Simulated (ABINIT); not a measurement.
Set up this calculation in ABINIT 10.8.3 (patched build), as the native input.

```yaml
Task: equation of state
Functional: PBE
Potentials_or_basis: PseudoDojo NC SR PBE v0.4 stringent
Cutoff: 544 eV
k_mesh: 11 × 11 × 11
Occupations: fermi-dirac, width 0.05 eV
Spin: no spin polarisation
```

Al:

```xyz
1
Lattice="0.0000 2.0248 2.0248 2.0248 0.0000 2.0248 2.0248 2.0248 0.0000" Properties=species:S:1:pos:R:3 pbc="T T T"
Al    0.0000    0.0000    0.0000
```

These files were run (other wordings do the same):

run.abi

```
# Datasets: one volume each
ndtset 7
getwfk -1
scalecart1 3*0.9795861087
scalecart2 3*0.9864848297
scalecart3 3*0.9932883884
scalecart4 3*1.0000000000
scalecart5 3*1.0066227096
scalecart6 3*1.0131594038
scalecart7 3*1.0196128224

# Pseudopotentials
pp_dirpath "./"
pseudos "Al.upf"

# Structure
acell 3*1.0 Angstrom
rprim
     0.0000000000     2.0248050000     2.0248050000
     2.0248050000     0.0000000000     2.0248050000
     2.0248050000     2.0248050000     0.0000000000
ntypat 1
znucl 13
natom 1
typat 1
xred
     0.0000000000     0.0000000000     0.0000000000

# Plane-wave basis
ecut 20.0

# k points
kptopt 1
ngkpt 11 11 11
nshiftk 1
shiftk 0.0 0.0 0.0

# Exchange and correlation
ixc 11

# Bands and occupations
nband 6
occopt 3
tsmear 0.05 eV

# SCF cycle
nstep 100
tolvrs 1.0e-10

# Output
iomode 3
prtwf 1
prtden 0
prteig 0
prtebands 0
```

Potentials or basis: PseudoDojo NC SR PBE v0.4 stringent.

Launch:

```console
$ abinit run.abi > log 2>&1
```

Results of the run:

```json
{"Equilibrium volume": "16.46 Å³/atom", "Bulk modulus": "80 GPa", "Pressure derivative of the bulk modulus": "4.5"}
```

Caveat: pressures at fixed basis lie under the slope of the energies.

It took 18 s on 1 thread of Arm Neoverse V2, with other jobs on the host, peak memory 0.09 GiB.
